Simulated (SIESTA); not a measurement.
# TiO2 (Anatase) under changes of volume

One of the cells (11.581 Å³/atom); the others are scaled copies at fixed shape and fractional positions:

```
Ti O
1.0
    -1.90463    1.90463    4.78881
     1.90463   -1.90463    4.78881
     1.90463    1.90463   -4.78881
Ti O
2 4
Direct
  0.75000 0.25000 0.50000
  0.00000 0.00000 0.00000
  0.79190 0.79190 0.00000
  0.54190 0.04190 0.50000
  0.95810 0.45810 0.50000
  0.20810 0.20810 0.00000
```

```yaml
Program: SIESTA 5.4.2
Functional: PBEsol
Potentials_or_basis: PseudoDojo 0.4 standard (PBEsol files)
Basis: DZP (energy shift 0.003 Ry; two zetas on semicore shells)
Grid_cutoff: 800 Ry
Energy_shift: 0.003 Ry
k_mesh: 10 × 10 × 10
Occupations: fermi-dirac, width 0.05 eV
Spin: no spin polarisation
```

```csv
volume (Å³/atom),energy over the lowest point (meV/atom),pressure (GPa),gap on the mesh (eV),largest force (eV/Å)
10.673,45.86,19.0,2.08,0.513
10.900,?,?,?,?
11.127,8.52,7.7,2.00,0.214
11.581,0.00,-1.4,1.93,0.041
11.808,4.87,-5.4,1.89,0.155
12.035,15.05,-8.9,1.85,0.263
```

Q: What does the run at 10.900 Å³/atom give?

A: Energy over the lowest point 23.20 meV/atom; pressure 13.1 GPa; gap on the mesh 2.04 eV; largest force 0.359 eV/Å.

Worked out: A Birch-Murnaghan fit of order 3 (a polynomial in V^(-2/3)) to the other rows has its minimum at 11.50 Å³/atom with B0 = V·E''(V) = 217 GPa and B' = 4.1 at fixed shape and positions, which overstates the stiffness. It gives 23.21 meV/atom at 10.900 Å³/atom, against the run's 23.20, and -dE/dV = 13.1 GPa, against 13.1. A straight line through the other rows of the gap, of slope -1.89 eV per unit of ln V, gives 2.04 eV, against the run's 2.04.

Energies are extrapolated to zero smearing.

Caveats: the basis of atomic orbitals isn't converged, which shifts pressures, moduli and gaps.

A mesh can miss the band edges.
